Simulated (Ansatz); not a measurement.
The system is CoO.

```
Co O
1.0
     2.57053    0.00000    0.00000
     0.00000    2.57053    0.00000
     0.00000    0.00000    5.14105
Co O
2 2
Direct
  0.00000 0.00000 0.00000
  0.00000 0.00000 0.50000
  0.50000 0.50000 0.25000
  0.50000 0.50000 0.75000
```

Measurements of this composition are mostly on another form, of space group No. 225.

The cell isn't the ideal one: another cell of the same crystal, with 4 atoms.

Base run:

* Program: Ansatz 0.2.0
* Functional: PBE
* Potentials or basis: Ansatz PAW
* Cutoff: 420 eV
* Density cutoff: 1680 eV
* k mesh: 10 × 10 × 5
* Occupations: fermi-dirac, width 0.05 eV
* Spin: collinear spin, antiferromagnetic start
* Starting moments: [2.0, -2.0, 0.0, 0.0] μB

Its results: band gap on the k mesh none (metal or under the smearing width); pressure 10.6 GPa; net moment 0.00 μB per cell; site moments Co +2.26, -2.26; O -0.00, +0.00 μB.

Task: The run is repeated on the same cell with these changes: hubbard terms from none to Co d U = 8 eV; hubbard projectors from none to ortho-atomic (the default). What comes out?

Result: Band gap on the k mesh 2.09 eV; pressure 28.5 GPa; net moment 0.00 μB per cell; site moments Co +2.65, -2.65; O -0.00, +0.00 μB.

The U term pushes filled and empty states of the shell apart.

Caveats: the density of states is complete only up to the lowest level of the last band computed; semilocal functionals often make such compounds metallic where correlation or magnetic order opens a gap, which also shifts bond lengths (some runs); the magnetic or orbital state may not be the lowest (some runs); odd divisions of the mesh miss points on the zone boundary, where band edges often lie, so the gap on the mesh can be too wide (some runs); a pressure of tens of GPa on the cell as given is suspect, and the run, the potentials or the cell itself is likely at fault (some runs).

A k mesh can miss the band edges.

Not every run made on this cell is shown here.
